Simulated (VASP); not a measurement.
# GaCuSe2 (P4/mmm) in VASP: further runs

One crystal, GaCuSe2, is run at these levels: PBE0; tasks: single point.

All numbers are computed with VASP 6.6.1; they aren't measurements. Logs are shortened: lines on timing, memory, paths and dates and some standing lists are left out, and cuts for length are marked.

## Step 1: The crystal as given

The structure is tetragonal, space group P4/mmm (No. 123). Conventional cell: a = 3.774 Å, b = 3.774 Å, c = 5.266 Å, α = 90.00°, β = 90.00°, γ = 90.00°. Se (site symmetry 4/mmm) has 2 Ga at 2.63 Å and 4 Cu at 2.67 Å as nearest neighbours. Around Se (site symmetry 4/mmm) lie 2 Cu at 2.63 Å and 4 Ga at 2.67 Å. Around Ga (site symmetry 4/mmm) lie 6 Se at 2.63 to 2.67 Å. Cu (site symmetry 4/mmm) has 6 Se at 2.63 to 2.67 Å as nearest neighbours.

Measurements of this composition are mostly on another form, of space group No. 122.

## Step 2: Single point, PBE0

Contents of POSCAR:

```
GaCuSe2
1.0
    3.7744160000      0.0000000000      0.0000000000
    0.0000000000      3.7744160000      0.0000000000
    0.0000000000      0.0000000000      5.2658910000
Se Ga Cu
2 1 1
Direct
    0.5000000000      0.5000000000      0.0000000000
    0.0000000000      0.0000000000      0.5000000000
    0.5000000000      0.5000000000      0.5000000000
    0.0000000000      0.0000000000      0.0000000000
```

Contents of INCAR.step1:

```
SYSTEM = GaCuSe2
PREC     = Accurate       ! precision mode
ENCUT    = 350            ! plane-wave cutoff, eV
EDIFF    = 1E-5           ! SCF threshold, eV
ISMEAR   = 0              ! smearing method
SIGMA    = 0.01           ! smearing width, eV
LREAL    = .False.        ! projectors in reciprocal space
LASPH    = .True.         ! aspherical terms in the spheres
NELM     = 100            ! most SCF steps
ALGO     = Normal         ! electronic algorithm
ISIF     = 2              ! what is computed and relaxed
LWAVE    = .True.         ! write WAVECAR
LCHARG   = .False.        ! write CHGCAR
NBANDS   = 26             ! bands
NKRED    = 1            
GGA      = PE             ! functional
```

Contents of INCAR.step2:

```
SYSTEM = GaCuSe2
PREC     = Accurate       ! precision mode
ENCUT    = 350            ! plane-wave cutoff, eV
EDIFF    = 1E-6           ! SCF threshold, eV
ISMEAR   = 0              ! smearing method
SIGMA    = 0.01           ! smearing width, eV
LREAL    = .False.        ! projectors in reciprocal space
LASPH    = .True.         ! aspherical terms in the spheres
NELM     = 100            ! most SCF steps
ALGO     = Normal         ! electronic algorithm
ISIF     = 2              ! what is computed and relaxed
LWAVE    = .False.        ! write WAVECAR
LCHARG   = .False.        ! write CHGCAR
GGA      = PE             ! functional
LHFCALC  = .True.         ! exact exchange
AEXX     = 0.25           ! exact-exchange fraction
PRECFOCK = Fast         
NBANDS   = 26             ! bands
NKRED    = 1            
ISTART   = 1
```

Contents of KPOINTS:

```
regular mesh
0
Gamma
  4 4 3
  0 0 0
```

Potentials or basis: VASP PAW PBE potentials, release 64 (Se, Ga_d, Cu).

The run is started by

```
> cat potpaw_PBE.64/Se/POTCAR potpaw_PBE.64/Ga_d/POTCAR potpaw_PBE.64/Cu/POTCAR > POTCAR
> cp INCAR.step1 INCAR
> mpirun -np 1 vasp_std > vasp.out
> cp INCAR.step2 INCAR
> mpirun -np 1 vasp_std > vasp.out
```

OUTCAR:

```text
SYSTEM = GaCuSe2
   PREC = Accurate
   ENCUT = 350
   EDIFF = 1E-6
   ISMEAR = 0
   LREAL = .False.
   LASPH = .True.
   NELM = 100
   ISIF = 2
   GGA = PE
   LHFCALC = .True.
   AEXX = 0.25
   PRECFOCK = Fast
   NKRED = 1
   ISTART = 1

 Found     12 irreducible k-points:

 Following reciprocal coordinates:
            Coordinates               Weight
  0.000000  0.000000  0.000000      1.000000
  0.250000  0.000000  0.000000      4.000000
  0.500000  0.000000  0.000000      2.000000
  0.250000  0.250000  0.000000      4.000000
  0.500000  0.250000  0.000000      4.000000
  0.500000  0.500000  0.000000      1.000000
   k-points           NKPTS =     12   k-points in BZ     NKDIM =     48   number of bands    NBANDS=     26
   number of dos      NEDOS =    301   number of ions     NIONS =      4
   total plane-waves  NPLWV =  18432
   dimension x,y,z NGX =    24 NGY =   24 NGZ =   32
   dimension x,y,z NGXF=    48 NGYF=   48 NGZF=   64
   ions per type =               2   1   1
   NGX,Y,Z   is equivalent  to a cutoff of  10.57, 10.57, 10.10 a.u.
   NGXF,Y,Z  is equivalent  to a cutoff of  21.14, 21.14, 20.21 a.u.
 SYSTEM =  GaCuSe2
   PREC   = accura    normal or accurate (medium, high low for compatibility)
   ISTART =      1    job   : 0-new  1-cont  2-samecut
   ICHARG =      0    charge: 1-file 2-atom 10-const
   ISPIN  =      1    spin polarized calculation?
   LNONCOLLINEAR =      F non collinear calculations
   LSORBIT =      F    spin-orbit coupling
   LASPH  =      T    aspherical Exc in radial PAW
   ENCUT  =  350.0 eV  25.72 Ry    5.07 a.u.   5.76  5.76  8.03*2*pi/ulx,y,z
   NELM   =    100;   NELMIN=  2; NELMDL=  0     # of ELM steps
   EDIFF  = 0.1E-05   stopping-criterion for ELM
   LREAL  =      F    real-space projection
   EDIFFG = 0.1E-04   stopping-criterion for IOM
   NSW    =      0    number of steps for IOM
   IBRION =     -1    ionic relax: 0-MD 1-quasi-New 2-CG
   NFREE  =      0    steps in history (QN), initial steepest desc. (CG)
   ISIF   =      2    stress and relaxation
   ISYM   =      3    0-nonsym 1-usesym 2-fastsym
   POTIM  = 0.5000    time-step for ionic-motion
   TEBEG  =    0.0;   TEEND  =   0.0 temperature during run
   PSTRESS=    0.0 pullay stress
   NELECT =      36.0000    total number of electrons
   NUPDOWN=      -1.0000    fix difference up-down
   EMIN   =  10.00;   EMAX   =-10.00  energy-range for DOS
   EFERMI =   0.00;   METHOD = LEGACY
   ISMEAR =     0;   SIGMA  =   0.01  broadening in eV -4-tet -1-fermi 0-gaus
   EFERMI_NEDOS =   21; number of points for ismear=-14 and -15
   IALGO  =     38    algorithm
   IMIX   =      1    mixing-type and parameters
     AMIX     =   0.40;   BMIX     =  1.00
     AMIX_MAG =   1.60;   BMIX_MAG =  1.00
  volume/ion in A,a.u.               =      18.75       126.56
  Fermi-wavevector in a.u.,A,eV,Ry     =   1.281697  2.422055 22.350915  1.642746
  Thomas-Fermi vector in A             =   2.414051
   LORBIT       =      0    0 simple, 1 ext, 2 COOP (PROOUT), +10 PAW based schemes
   GGA     = PE    functional components
   LHFCALC =     T    Hartree Fock is set to
   PRECFOCK=fast      Normal, Fast or Accurate (Low or Medium for compatibility)
   ENCUT4O =  -1.0   cutoff for four orbital integrals eV
   NKREDX  =     1    reduce k-point grid by
   NKREDY  =     1    reduce k-point grid by
   NKREDZ  =     1    reduce k-point grid by
   AEXX    =    0.2500 exact exchange contribution
   HFSCREEN=    0.0000 screening length (either q_TF or 0.3 A-1)
   HFSCREENC=   0.0000 screening length for correlation (either q_TF or 0.3 A-1)
   ENCUTFOCK=  -1.0 apply spherical cutoff to Coloumb kernel
   IVDW    =     0    specifies the selected vdW correction
   LEPSILON=     F    determine dielectric tensor
   LRPA    =     F    only Hartree local field effects (RPA)
 non-spin polarized calculation
 Gauss-broadening in eV      SIGMA  =   0.01
  energy-cutoff  :      350.00
  volume of cell :       75.02
 maximum number of plane-waves:      1136
 NGX is ok and might be reduce to    24
  NGX = 14; NGY = 14; NGZ = 20

 number of electron      36.0000031 magnetization

 Free energy of the ion-electron system (eV)
  ---------------------------------------------------
  ext. energy  EPLUGINS =         0.00000000
  ---------------------------------------------------
  free energy    TOTEN  =       -18.31475203 eV

  energy without entropy =      -18.31428187  energy(sigma->0) =      -18.31451695

 E-fermi :   4.7440     XC(G=0):  -8.3928

 val. band max:        4.4394224530   @ k =   0.0000   0.0000   0.3333
 cond. band min:       4.7439769077   @ k =   0.5000   0.0000   0.3333
 fundamental gap:      0.3045544547
 Fermi energy:         4.7439769077

 k-point     1 :       0.0000    0.0000    0.0000
  band No.  band energies     occupation
      1     -13.8665      2.00000
      2     -13.7613      2.00000
      3     -13.7455      2.00000
      4     -13.7001      2.00000
      5     -13.7001      2.00000
      6     -11.7143      2.00000
[... 18 lines left out ...]
     25      14.2519      0.00000
     26      14.6803      0.00000

 k-point     2 :       0.2500    0.0000    0.0000
  band No.  band energies     occupation
      1     -13.8413      2.00000
      2     -13.7781      2.00000
      3     -13.7339      2.00000
      4     -13.7071      2.00000
      5     -13.6994      2.00000
      6     -11.2432      2.00000
[... 18 lines left out ...]
     25      14.6661      0.00000
     26      15.4091      0.00000

 k-point     3 :       0.5000    0.0000    0.0000
  band No.  band energies     occupation
      1     -13.8197      2.00000
      2     -13.7947      2.00000
      3     -13.7210      2.00000
      4     -13.7140      2.00000
      5     -13.6985      2.00000
      6     -10.3140      2.00000
[... 18 lines left out ...]
     25      13.3363      0.00000
     26      13.5510      0.00000

 k-point     4 :       0.2500    0.2500    0.0000
  band No.  band energies     occupation
      1     -13.8375      2.00000
      2     -13.8100      2.00000
      3     -13.7218      2.00000
      4     -13.7064      2.00000
      5     -13.7051      2.00000
      6     -10.7767      2.00000
[... 18 lines left out ...]
     25      13.7178      0.00000
     26      14.8830      0.00000

 k-point     5 :       0.5000    0.2500    0.0000
  band No.  band energies     occupation
      1     -13.8643      2.00000
      2     -13.8093      2.00000
      3     -13.7120      2.00000
      4     -13.7085      2.00000
      5     -13.7044      2.00000
      6      -9.9069      2.00000
[... 18 lines left out ...]
     25      15.1770      0.00000
     26      15.7054      0.00000

 k-point     6 :       0.5000    0.5000    0.0000
  band No.  band energies     occupation
      1     -13.9269      2.00000
      2     -13.8004      2.00000
      3     -13.7101      2.00000
      4     -13.7101      2.00000
      5     -13.6950      2.00000
      6      -9.4326      2.00000
[... 18 lines left out ...]
     25      16.0171      0.00000
     26      18.6629      0.00000

 [... further k-points ...]

------------------------ aborting loop because EDIFF is reached ----------------------------------------

  FORCE on cell =-STRESS in cart. coord.  units (eV):
  Direction    XX          YY          ZZ          XY          YZ          ZX
  --------------------------------------------------------------------------------------
  -------------------------------------------------------------------------------------
  Total       -1.4801992     -1.4801992     -0.0374118      0.0000000      0.0000000     -0.0000000
  in kB      -31.6125362    -31.6125362     -0.7990018      0.0000000      0.0000000     -0.0000000
  external PRESSURE =     -21.3413580 kB  Pullay stress =       0.0000000 kB

 VOLUME and BASIS-vectors are now :
 -----------------------------------------------------------------------------
  energy-cutoff  :      350.00
  volume of cell :       75.02
      direct lattice vectors                 reciprocal lattice vectors
     3.774416000  0.000000000  0.000000000     0.264941649  0.000000000  0.000000000
     0.000000000  3.774416000  0.000000000     0.000000000  0.264941649  0.000000000
     0.000000000  0.000000000  5.265891000     0.000000000  0.000000000  0.189901386

 POSITION                                       TOTAL-FORCE (eV/Angst)
 -----------------------------------------------------------------------------------
      1.88721      1.88721      0.00000         0.000000      0.000000      0.000000
      0.00000      0.00000      2.63295         0.000000      0.000000      0.000000
      1.88721      1.88721      2.63295         0.000000      0.000000      0.000000
      0.00000      0.00000      0.00000         0.000000      0.000000      0.000000
 -----------------------------------------------------------------------------------
    total drift:                                0.000002     -0.000004     -0.000005

  FREE ENERGIE OF THE ION-ELECTRON SYSTEM (eV)
  ---------------------------------------------------
  free  energy   TOTEN  =       -18.3147520293 eV

  energy  without entropy=      -18.3142818714  energy(sigma->0) =      -18.31451695
```

Wall time 6.2 min (1 thread of Intel Xeon 6975P-C (Granite Rapids), shared host); peak memory 0.16 GiB.

The run converged, but some of its settings lie outside the range that counts as converged, so its numbers aren't taken as properties of the crystal.

What came out:

* Free energy: -18.3148 eV
* Pressure: -2.1 GPa
* Band gap on the k mesh: none (metal or under the smearing width)

Caveat: the k mesh is coarse (spacing up to 0.42 Å⁻¹), so the values aren't converged, least of all with exact exchange; the cutoff is under 1.25 times the usual one of these potentials, so pressure, stress and relaxed cells hold a basis-set (Pulay) error; the PAW data sets were made with another functional, which shifts forces and pressure a little; the run has no spin polarisation, though such a crystal can be magnetic.

## Step 3: Single point, PBE0

POSCAR is that of step 2.

INCAR.step1 is that of step 2.

INCAR.step2: that of step 2 with these lines changed.

```diff
@@ -3,3 +3,3 @@
 ENCUT    = 350            ! plane-wave cutoff, eV
-EDIFF    = 1E-6           ! SCF threshold, eV
+EDIFF    = 1E-4           ! SCF threshold, eV
 ISMEAR   = 0              ! smearing method
```

Contents of KPOINTS:

```
regular mesh
0
Gamma
  5 5 4
  0 0 0
```

Potentials or basis: VASP PAW PBE potentials, release 64 (Se, Ga_d, Cu).

The run is started by

```
> cat potpaw_PBE.64/Se/POTCAR potpaw_PBE.64/Ga_d/POTCAR potpaw_PBE.64/Cu/POTCAR > POTCAR
> cp INCAR.step1 INCAR
> mpirun -np 1 vasp_std > vasp.out
> cp INCAR.step2 INCAR
> mpirun -np 1 vasp_std > vasp.out
```

OUTCAR:

```text
SYSTEM = GaCuSe2
   PREC = Accurate
   ENCUT = 350
   EDIFF = 1E-4
   ISMEAR = 0
   LREAL = .False.
   LASPH = .True.
   NELM = 100
   ISIF = 2
   GGA = PE
   LHFCALC = .True.
   AEXX = 0.25
   PRECFOCK = Fast
   NKRED = 1
   ISTART = 1

 Found     18 irreducible k-points:

 Following reciprocal coordinates:
            Coordinates               Weight
  0.000000  0.000000  0.000000      1.000000
  0.200000  0.000000  0.000000      4.000000
  0.400000  0.000000  0.000000      4.000000
  0.200000  0.200000  0.000000      4.000000
  0.400000  0.200000  0.000000      8.000000
  0.400000  0.400000  0.000000      4.000000
   k-points           NKPTS =     18   k-points in BZ     NKDIM =    100   number of bands    NBANDS=     26
   number of dos      NEDOS =    301   number of ions     NIONS =      4
   total plane-waves  NPLWV =  18432
   dimension x,y,z NGX =    24 NGY =   24 NGZ =   32
   dimension x,y,z NGXF=    48 NGYF=   48 NGZF=   64
   ions per type =               2   1   1
   NGX,Y,Z   is equivalent  to a cutoff of  10.57, 10.57, 10.10 a.u.
   NGXF,Y,Z  is equivalent  to a cutoff of  21.14, 21.14, 20.21 a.u.
 SYSTEM =  GaCuSe2
   PREC   = accura    normal or accurate (medium, high low for compatibility)
   ISTART =      1    job   : 0-new  1-cont  2-samecut
[... 67 lines left out ...]
 val. band max:        5.1262184956   @ k =   0.2000   0.0000   0.2500
 cond. band min:       5.4124540458   @ k =   0.2000   0.2000   0.5000
 fundamental gap:      0.2862355503
 Fermi energy:         5.1284716161

 k-point     1 :       0.0000    0.0000    0.0000
  band No.  band energies     occupation
      1     -13.5876      2.00000
      2     -13.4735      2.00000
      3     -13.4590      2.00000
      4     -13.4104      2.00000
      5     -13.4104      2.00000
      6     -11.7141      2.00000
[... 163 lines left out ...]
     25      15.8589      0.00000
     26      17.2150      0.00000

 [... further k-points ...]

------------------------ aborting loop because EDIFF is reached ----------------------------------------

  FORCE on cell =-STRESS in cart. coord.  units (eV):
  Direction    XX          YY          ZZ          XY          YZ          ZX
  --------------------------------------------------------------------------------------
  -------------------------------------------------------------------------------------
  Total       -1.7548136     -1.7548136     -0.9384422      0.0000000      0.0000000      0.0000000
  in kB      -37.4774616    -37.4774616    -20.0422610      0.0000000      0.0000000      0.0000000
  external PRESSURE =     -31.6657281 kB  Pullay stress =       0.0000000 kB

 VOLUME and BASIS-vectors are now :
 -----------------------------------------------------------------------------
  energy-cutoff  :      350.00
  volume of cell :       75.02
      direct lattice vectors                 reciprocal lattice vectors
     3.774416000  0.000000000  0.000000000     0.264941649  0.000000000  0.000000000
     0.000000000  3.774416000  0.000000000     0.000000000  0.264941649  0.000000000
     0.000000000  0.000000000  5.265891000     0.000000000  0.000000000  0.189901386

 POSITION                                       TOTAL-FORCE (eV/Angst)
 -----------------------------------------------------------------------------------
      1.88721      1.88721      0.00000         0.000000      0.000000      0.000000
      0.00000      0.00000      2.63295         0.000000      0.000000      0.000000
      1.88721      1.88721      2.63295         0.000000      0.000000      0.000000
      0.00000      0.00000      0.00000         0.000000      0.000000      0.000000
 -----------------------------------------------------------------------------------
    total drift:                               -0.000002     -0.000003     -0.000001

  FREE ENERGIE OF THE ION-ELECTRON SYSTEM (eV)
  ---------------------------------------------------
  free  energy   TOTEN  =       -18.4732398649 eV

  energy  without entropy=      -18.4728108545  energy(sigma->0) =      -18.47302536
```

OSZICAR.step1:

```text
N       E                     dE             d eps       ncg     rms          rms(c)
DAV:   1     0.238254287910E+03    0.23825E+03   -0.13049E+04   990   0.149E+03
DAV:   2     0.110625496733E+02   -0.22719E+03   -0.21654E+03   976   0.352E+02
DAV:   3    -0.149787958270E+02   -0.26041E+02   -0.25114E+02  1202   0.113E+02
DAV:   4    -0.159107909653E+02   -0.93200E+00   -0.92553E+00  1160   0.212E+01
DAV:   5    -0.159371790621E+02   -0.26388E-01   -0.26363E-01  1198   0.392E+00    0.111E+01
DAV:   6    -0.176877778465E+02   -0.17506E+01   -0.30669E+01  1148   0.101E+02    0.105E+01
DAV:   7    -0.147260665403E+02    0.29617E+01   -0.72439E+00  1174   0.596E+01    0.378E+00
DAV:   8    -0.146912847784E+02    0.34782E-01   -0.25916E+00  1412   0.344E+01    0.299E+00
DAV:   9    -0.145908983798E+02    0.10039E+00   -0.69869E-01  1268   0.164E+01    0.622E-01
DAV:  10    -0.145896849143E+02    0.12135E-02   -0.37628E-02  1458   0.277E+00    0.155E-01
DAV:  11    -0.145899195675E+02   -0.23465E-03   -0.27876E-03  1410   0.661E-01    0.155E-01
DAV:  12    -0.145898393594E+02    0.80208E-04   -0.28135E-04  1352   0.141E-01    0.793E-02
DAV:  13    -0.145898217172E+02    0.17642E-04   -0.20076E-04  1290   0.364E-01    0.420E-02
DAV:  14    -0.145898194888E+02    0.22284E-05   -0.50047E-05  1084   0.668E-02
   1 F= -.14589819E+02 E0= -.14589498E+02  d E =-.643910E-03
```

It took 13 min on 1 thread of Intel Xeon 6975P-C (Granite Rapids), shared host; peak memory 0.17 GiB.

The run converged, but some of its settings lie outside the range that counts as converged, so its numbers aren't taken as properties of the crystal.

Results:

* Free energy: -18.4732 eV
* Pressure: -3.2 GPa
* Band gap on the k mesh: none (metal or under the smearing width)

Caveat: the cutoff is under 1.25 times the usual one of these potentials, so pressure, stress and relaxed cells hold a basis-set (Pulay) error; the PAW data sets were made with another functional, which shifts forces and pressure a little; the run has no spin polarisation, though such a crystal can be magnetic.
